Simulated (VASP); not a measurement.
Crystal: InSb.

```
In Sb
1.0
    -2.90414    2.90414    1.58535
     2.90414   -2.90414    1.58535
     2.90414    2.90414   -1.58535
In Sb
1 1
Direct
  0.75000 0.25000 0.50000
  0.00000 0.00000 0.00000
```

Measurements of this composition are mostly on another form, of space group No. 216.

Base run:

* Program: VASP 6.6.1
* Functional: r2SCAN
* Potentials or basis: VASP PAW PBE potentials, release 64 (In_d, Sb)
* Cutoff: 520 eV
* k mesh: 14 × 14 × 14
* Occupations: gaussian, width 0.1 eV
* Spin: no spin polarisation

Its results: band gap on the k mesh none (metal or under the smearing width); pressure 1.7 GPa.

The run is repeated on the same cell with these changes: functional from r2SCAN to PBEsol; cutoff from 520 eV to 700 eV; further incar settings from ALGO = Normal; EDIFF = 1e-07; NBANDS = 16 to ALGO = Fast; EDIFF = 1e-07; NBANDS = 16. What comes out?

Band gap on the k mesh none (metal or under the smearing width); pressure 0.0 GPa.

Caveats: the PAW data sets were made with another functional, which shifts forces and pressure a little.
